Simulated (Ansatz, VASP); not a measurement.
# SiC: VASP beside Ansatz

INCAR

```
SYSTEM = SiC
ALGO = Normal
EDIFF = 1E-7
ENCUT = 520
GGA = PE
ISIF = 2
ISMEAR = 0
LASPH = .True.
LCHARG = .False.
LREAL = .False.
LWAVE = .False.
NBANDS = 11
NELM = 60
PREC = Accurate
SIGMA = 0.05
```

The input KPOINTS:

```
k-points
0
Gamma
  12 12 12
  0 0 0
```

The input POSCAR:

```
SiC
1.0
    0.0000000000      2.1173914754      2.1173914754
    2.1173914754      0.0000000000      2.1173914754
    2.1173914754      2.1173914754      0.0000000000
Si C
1 1
Direct
    0.0000000000      0.0000000000      0.0000000000
    0.7500000000      0.7500000000      0.7500000000
```

Input for Ansatz:

```yaml
crystal:
  lattice:
    - [0.0, 2.1173914754, 2.1173914754]
    - [2.1173914754, 0.0, 2.1173914754]
    - [2.1173914754, 2.1173914754, 0.0]
  atoms:
    - { symbol: Si, position: [0.0, 0.0, 0.0] }
    - { symbol: C, position: [0.75, 0.75, 0.75] }
basis:
  ecutwfc: 520.0
kpoints:
  mp_grid: { grid: [12, 12, 12] }
hamiltonian:
  xc: pbe
scf:
  occupations: { method: gaussian, width: 0.05 }
output:
  forces: true
  stress: true
  eigenvalues: true
```

Alike in both runs: task single point; functional PBE; k mesh 12 × 12 × 12; occupations gaussian, width 0.05 eV; no spin polarisation.

```csv
,VASP,Ansatz
version,VASP 6.6.1,Ansatz 0.2.0
potentials or method,"VASP PAW PBE potentials, release 64 (Si, C)","scalar-relativistic, plane waves, PAW"
plane-wave cutoff (eV),520,520
valence electrons in the cell,8,8
```

```tsv
	VASP	Ansatz	Ansatz less VASP
gap on the k mesh at the Fermi level (eV)	1.27	1.28	+0.004
least direct gap on the mesh (eV)	4.62	4.63	+0.007
pressure (GPa)	26.0	26.1	+0.13
```

The functional is the same, so the differences come from potentials, cutoffs and numerics.

Caveats: so large a pressure means that the cell lies far from this level's equilibrium, or that cutoff or potentials fall short (VASP). A k mesh can miss the band edges.
